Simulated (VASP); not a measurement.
# MgO (P-6m2) in VASP: a series of runs, part 2 of 2

VASP 6.6.1.

### Step 4. Relaxation of cell and atoms, r2SCAN50

Contents of POSCAR:

```
MgO
1.0
    2.9380209034      0.0000000000      0.0000000000
   -1.4690104517      2.5444007392      0.0000000000
    0.0000000000      0.0000000000      2.6796800000
Mg O
1 1
Direct
    0.0000000000      0.0000000000      0.0000000000
    0.3333333333      0.6666666667      0.5000000000
```

Contents of INCAR.step1:

```
SYSTEM = MgO
  ALGO = Normal
  EDIFF = 1E-5
  ENCUT = 600
  GGA = PE
  ISMEAR = 0
  LASPH = .True.
  LCHARG = .False.
  LREAL = .False.
  LWAVE = .True.
  NELM = 60
  PREC = Accurate
  SIGMA = 0.05
```

Contents of INCAR.step2:

```
SYSTEM = MgO
  AEXX = 0.5
  ALGO = Normal
  EDIFF = 1E-6
  EDIFFG = -0.01
  ENCUT = 600
  HFRCUT = -1
  IBRION = 2
  ISIF = 3
  ISMEAR = 0
  ISTART = 1
  LASPH = .True.
  LCHARG = .False.
  LHFCALC = .True.
  LMIXTAU = .True.
  LREAL = .False.
  LWAVE = .False.
  METAGGA = R2SCAN
  NELM = 60
  NSW = 60
  PREC = Accurate
  PRECFOCK = Fast
  SIGMA = 0.05
```

Contents of KPOINTS:

```
k-points
0
Gamma
  5 5 5
  0 0 0
```

Potentials or basis: VASP PAW PBE potentials, release 64 (Mg, O).

Run with:

```bash
$ cat potpaw_PBE.64/Mg/POTCAR potpaw_PBE.64/O/POTCAR > POTCAR
$ cp INCAR.step1 INCAR
$ mpirun -np 1 vasp_std > vasp.out
$ cp INCAR.step2 INCAR
$ mpirun -np 1 vasp_std > vasp.out
```

OUTCAR:

```text
SYSTEM = MgO
   AEXX = 0.5
   EDIFF = 1E-6
   EDIFFG = -0.01
   ENCUT = 600
   IBRION = 2
   ISIF = 3
   ISMEAR = 0
   ISTART = 1
   LASPH = .True.
   LHFCALC = .True.
   LREAL = .False.
   METAGGA = R2SCAN
   NELM = 60
   NSW = 60
   PREC = Accurate
   PRECFOCK = Fast

 ion  position               nearest neighbor table
   1  0.000  0.000  0.000-   2 2.16   2 2.16   2 2.16   2 2.16   2 2.16   2 2.16
   2  0.333  0.667  0.500-   1 2.16   1 2.16   1 2.16   1 2.16   1 2.16   1 2.16

  LATTYP: Found a hexagonal cell.
 ALAT       =     2.9380209034
 C/A-ratio  =     0.9120697531

  Lattice vectors:

 A1 = (   2.9380209034,   0.0000000000,   0.0000000000)
 A2 = (  -1.4690104517,   2.5444007392,   0.0000000000)
 A3 = (   0.0000000000,   0.0000000000,   2.6796800000)

Analysis of symmetry for initial positions (statically):
=====================================================================
 Subroutine PRICEL returns:
 Original cell was already a primitive cell.

 Routine SETGRP: Setting up the symmetry group for a
 hexagonal supercell.

 Subroutine GETGRP returns: Found 12 space group operations
 (whereof 12 operations were pure point group operations)
 out of a pool of 24 trial point group operations.

[... 153 lines left out ...]

 number of electron       7.9999996 magnetization

 Free energy of the ion-electron system (eV)
  ---------------------------------------------------
  ext. energy  EPLUGINS =         0.00000000
  ---------------------------------------------------
  free energy    TOTEN  =       -18.99375897 eV

  energy without entropy =      -18.99375897  energy(sigma->0) =      -18.99375897

------------------------ aborting loop because EDIFF is reached ----------------------------------------

  FORCE on cell =-STRESS in cart. coord.  units (eV):
  Direction    XX          YY          ZZ          XY          YZ          ZX
  --------------------------------------------------------------------------------------
  -------------------------------------------------------------------------------------
  Total       -1.4359101     -1.4359101     -1.7746251      0.0000000     -0.0000000      0.0000000
  in kB     -114.8456376   -114.8456376   -141.9364320      0.0000000     -0.0000000      0.0000000
  external PRESSURE =    -123.8759024 kB  Pullay stress =       0.0000000 kB
[... 131 lines left out ...]
--------------------------------------- Ionic step        5  -------------------------------------------

 number of electron       8.0000002 magnetization

 Free energy of the ion-electron system (eV)
  ---------------------------------------------------
  ext. energy  EPLUGINS =         0.00000000
  ---------------------------------------------------
  free energy    TOTEN  =       -19.05888521 eV

  energy without entropy =      -19.05888521  energy(sigma->0) =      -19.05888521

 E-fermi :   0.8035     XC(G=0):  -6.5108

 val. band max:        0.5106682127   @ k =   0.4000   0.2000   0.0000
 cond. band min:       9.2970698338   @ k =   0.0000   0.0000   0.0000
 fundamental gap:      8.7864016211
 Fermi energy:         0.8034941745

 k-point     1 :       0.0000    0.0000    0.0000
  band No.  band energies     occupation
      1     -20.7669      2.00000
      2      -0.1760      2.00000
      3      -0.1760      2.00000
      4       0.0399      2.00000
      5       9.2971      0.00000
      6      18.3827      0.00000
      7      22.7048      0.00000
      8      22.7048      0.00000
[... 181 lines left out ...]
  FREE ENERGIE OF THE ION-ELECTRON SYSTEM (eV)
  ---------------------------------------------------
  free  energy   TOTEN  =       -19.0588852149 eV

  energy  without entropy=      -19.0588852149  energy(sigma->0) =      -19.05888521

 reached required accuracy - stopping structural energy minimisation
```

OUTCAR.step1:

```text
SYSTEM = MgO
   EDIFF = 1E-5
   ENCUT = 600
   GGA = PE
   ISMEAR = 0
   LASPH = .True.
   LREAL = .False.
[... 376 lines left out ...]
      0.00000      0.00000      0.00000         0.000000     -0.000000      0.000000
     -0.00000      1.69627      1.33984        -0.000000      0.000000      0.000000
 -----------------------------------------------------------------------------------
    total drift:                                0.000000     -0.000000     -0.000000

  FREE ENERGIE OF THE ION-ELECTRON SYSTEM (eV)
  ---------------------------------------------------
  free  energy   TOTEN  =       -11.2283449027 eV

  energy  without entropy=      -11.2283449026  energy(sigma->0) =      -11.22834490
```

It took 5.2 min on 1 thread of Intel Xeon Platinum 8488C (Sapphire Rapids), shared host; peak memory 0.16 GiB.

Results:

```yaml
Free_energy: -19.0589 eV
Relaxed_volume: 9.23 Å³/atom
Relaxed_cell: a = 2.858 Å, b = 2.858 Å, c = 2.609 Å, α = 90.00°, β = 90.00°, γ = 120.00°
Space_group_after_relaxing_to_0.05_Å: P-6m2 (No. 187)
Energy_gained_by_relaxing: 32.6 meV/atom
Ionic_steps: 5
Pressure_after_relaxing: 0.0 GPa
Band_gap_on_the_k_mesh: 8.79 eV, indirect (least direct gap 9.26 eV)
```

Stress tensor (GPa, compression positive):
```
 0.06  0.00  0.00
 0.00  0.06  0.00
 0.00  0.00 -0.04
```

Step by step:
```csv
step,energy change (eV),largest force (eV/Å),pressure (GPa),volume (Å³)
1,0.0000,0.0000,-12.39,20.03
2,-0.0509,0.0000,6.58,17.87
3,-0.0641,0.0000,-0.23,18.50
4,-0.0647,0.0000,0.15,18.43
5,-0.0651,0.0000,0.02,18.46
```

Final structure:
```yaml
crystal:
  lattice:
    - [2.85835, 0.00000, 0.00000]
    - [-1.42918, 2.47541, 0.00000]
    - [0.00000, 0.00000, 2.60855]
  atoms:
    - { symbol: Mg, position: [0.00000, 0.00000, 0.00000] }
    - { symbol: O, position: [0.33333, 0.66667, 0.50000] }
```

Caveat: the k mesh is coarse (spacing up to 0.49 Å⁻¹), so the values aren't converged, least of all with exact exchange; the PAW data sets were made with another functional, which shifts forces and pressure a little; an odd mesh through Γ misses points on the zone boundary, where band edges often lie.

### Step 5. Single point, PBE

Contents of INCAR:

```
ADDGRID = False
ALGO = Normal
EDIFF = 1E-8
ENCUT = 1400
GGA = PE
ISIF = 2
ISMEAR = 0
LASPH = True
LCHARG = False
LREAL = False
LWAVE = False
NELM = 100
PREC = Accurate
SIGMA = 0.05
```

Contents of KPOINTS:

```
k-points
0
Gamma
  13 13 12
```

POSCAR is that of step 4.

Potentials or basis: VASP PAW PBE potentials, release 64 (Mg, O_h).

Run with:

```bash
$ cat potpaw_PBE.64/Mg/POTCAR potpaw_PBE.64/O_h/POTCAR > POTCAR
$ mpirun -np 1 vasp_std > vasp.out
```

OUTCAR:

```text
EDIFF = 1E-8
   ENCUT = 1400
   GGA = PE
   ISIF = 2
   ISMEAR = 0
   LASPH = True
   LREAL = False
   NELM = 100
   PREC = Accurate

 ion  position               nearest neighbor table
   1  0.000  0.000  0.000-   2 2.16   2 2.16   2 2.16   2 2.16   2 2.16   2 2.16
   2  0.333  0.667  0.500-   1 2.16   1 2.16   1 2.16   1 2.16   1 2.16   1 2.16

  LATTYP: Found a hexagonal cell.
 ALAT       =     2.9380209034
 C/A-ratio  =     0.9120697531

  Lattice vectors:

 A1 = (   2.9380209034,   0.0000000000,   0.0000000000)
 A2 = (  -1.4690104517,   2.5444007392,   0.0000000000)
 A3 = (   0.0000000000,   0.0000000000,   2.6796800000)

Analysis of symmetry for initial positions (statically):
=====================================================================
 Subroutine PRICEL returns:
 Original cell was already a primitive cell.

 Routine SETGRP: Setting up the symmetry group for a
 hexagonal supercell.

 Subroutine GETGRP returns: Found 12 space group operations
 (whereof 12 operations were pure point group operations)
 out of a pool of 24 trial point group operations.

[... 168 lines left out ...]
 fundamental gap:      3.0050940727
 Fermi energy:         3.8842602248

 k-point     1 :       0.0000    0.0000    0.0000
  band No.  band energies     occupation
      1     -13.7449      2.00000
      2       3.0819      2.00000
      3       3.0819      2.00000
      4       3.2832      2.00000
      5       6.6856      0.00000
      6      15.5576      0.00000
      7      19.2526      0.00000
      8      19.2526      0.00000
[... 243 lines left out ...]
 k-point    24 :       0.1538   -0.0000    0.0833
  band No.  band energies     occupation
      1     -13.4865      2.00000
      2       1.7693      2.00000
      3       2.9427      2.00000
      4       2.9473      2.00000
      5       8.2589      0.00000
      6      15.4772      0.00000
      7      17.8674      0.00000
      8      19.8900      0.00000

 [... further k-points ...]

------------------------ aborting loop because EDIFF is reached ----------------------------------------

  FORCE on cell =-STRESS in cart. coord.  units (eV):
  Direction    XX          YY          ZZ          XY          YZ          ZX
  --------------------------------------------------------------------------------------
  -------------------------------------------------------------------------------------
  Total       -0.0994662     -0.0994662     -0.1088211      0.0000000      0.0000000      0.0000000
  in kB       -7.9554114     -7.9554114     -8.7036318      0.0000000      0.0000000      0.0000000
  external PRESSURE =      -8.2048182 kB  Pullay stress =       0.0000000 kB

 VOLUME and BASIS-vectors are now :
 -----------------------------------------------------------------------------
  energy-cutoff  :     1400.00
  volume of cell :       20.03
      direct lattice vectors                 reciprocal lattice vectors
     2.938020903  0.000000000  0.000000000     0.340365175  0.196509926  0.000000000
    -1.469010452  2.544400739  0.000000000     0.000000000  0.393019851  0.000000000
     0.000000000  0.000000000  2.679680000     0.000000000  0.000000000  0.373178887

 POSITION                                       TOTAL-FORCE (eV/Angst)
 -----------------------------------------------------------------------------------
      0.00000      0.00000      0.00000         0.000000      0.000000      0.000000
     -0.00000      1.69627      1.33984        -0.000000     -0.000000      0.000000
 -----------------------------------------------------------------------------------
    total drift:                                0.000000     -0.000000     -0.000000

  FREE ENERGIE OF THE ION-ELECTRON SYSTEM (eV)
  ---------------------------------------------------
  free  energy   TOTEN  =       -11.2389191588 eV

  energy  without entropy=      -11.2389191588  energy(sigma->0) =      -11.23891916
```

OSZICAR:

```text
N       E                     dE             d eps       ncg     rms          rms(c)
DAV:   1     0.651215256888E+02    0.65122E+02   -0.75835E+03  2352   0.198E+03
DAV:   2    -0.814350231687E+01   -0.73265E+02   -0.70966E+02  3248   0.211E+02
DAV:   3    -0.129436945021E+02   -0.48002E+01   -0.48002E+01  2504   0.737E+01
DAV:   4    -0.129795797957E+02   -0.35885E-01   -0.35885E-01  4176   0.642E+00
DAV:   5    -0.129795947723E+02   -0.14977E-04   -0.14977E-04  2608   0.945E-02    0.755E+00
DAV:   6    -0.112909166804E+02    0.16887E+01   -0.11147E+01  2704   0.229E+01    0.248E+00
DAV:   7    -0.112571413184E+02    0.33775E-01   -0.97397E-02  2792   0.422E+00    0.141E+00
DAV:   8    -0.112392985309E+02    0.17843E-01   -0.43606E-02  2720   0.357E+00    0.290E-01
DAV:   9    -0.112390238627E+02    0.27467E-03   -0.26139E-04  3832   0.202E-01    0.220E-01
DAV:  10    -0.112389191003E+02    0.10476E-03   -0.13242E-03  2608   0.406E-01    0.153E-02
DAV:  11    -0.112389183693E+02    0.73099E-06   -0.10323E-05  3440   0.447E-02    0.698E-03
DAV:  12    -0.112389191072E+02   -0.73787E-06   -0.19989E-06  2600   0.149E-02    0.750E-04
DAV:  13    -0.112389191391E+02   -0.31911E-07   -0.72280E-08  3912   0.224E-03    0.464E-04
DAV:  14    -0.112389191583E+02   -0.19232E-07   -0.66780E-09  1928   0.840E-04    0.716E-05
DAV:  15    -0.112389191588E+02   -0.55093E-09   -0.34831E-10  1568   0.258E-04
   1 F= -.11238919E+02 E0= -.11238919E+02  d E =-.674006E-11
```

Run time: 80 s. Hardware: 1 thread of AMD EPYC 7R13 (Zen 3), shared host; peak memory 0.27 GiB.

What came out:

```yaml
Free_energy: -11.2389 eV
Pressure: -0.8 GPa
Band_gap_on_the_k_mesh: 3.01 eV, indirect (least direct gap 3.40 eV)
```

Caveat: an odd mesh through Γ misses points on the zone boundary, where band edges often lie. Expect the measured gap to be larger: semilocal functionals such as PBE lack the derivative discontinuity.

### Step 6. The reference run

An earlier run on the cell as given: functional PBE; potentials or basis VASP PAW PBE potentials, release 64 (Mg, O); cutoff 520 eV; k mesh 10 × 10 × 10; occupations fermi-dirac, width 0.05 eV; no spin polarisation.

- Pressure: -0.7 GPa
- Band gap on the k mesh: 3.01 eV, indirect (least direct gap 3.40 eV)

### Step 7. Summary

```csv
task,level,potentials or basis,cell,k mesh,cutoff (eV),smearing,grid for exact exchange (PRECFOCK),exchange at q = 0,mesh quality,gap on the mesh (eV),pressure (GPa)
single point,PBE,"VASP PAW PBE potentials, release 64 (Mg_GW, O_GW)",as given,5 × 5 × 5,450,gaussian 0.02 eV,-,-,coarse,3.01,-
single point,PBE,"VASP PAW PBE potentials, release 64 (Mg_GW, O_GW)",as given,7 × 7 × 6,500,gaussian 0.02 eV,-,-,not flagged,3.01,-1.3
relaxation of cell and atoms,r2SCAN50,"VASP PAW PBE potentials, release 64 (Mg, O)",relaxed,5 × 5 × 5,600,gaussian 0.05 eV,Fast,truncated,coarse,8.79,0.0
single point,PBE,"VASP PAW PBE potentials, release 64 (Mg, O_h)",as given,13 × 13 × 12,1400,gaussian 0.05 eV,-,-,not flagged,3.01,-0.8
single point,PBE,"VASP PAW PBE potentials, release 64 (Mg, O)",as given,10 × 10 × 10,520,fermi-dirac 0.05 eV,-,-,not flagged,3.01,-0.7
```

Alike in all rows: no spin polarisation.

Caveats: some runs use coarse meshes; an odd mesh through Γ misses points on the zone boundary, where band edges often lie (some runs); the cutoff is under 1.25 times the usual one of these potentials, so pressure, stress and relaxed cells hold a basis-set (Pulay) error (some runs); the PAW data sets were made with another functional, which shifts forces and pressure a little (some runs).

Absolute energies hang on the potentials; compare differences alone.
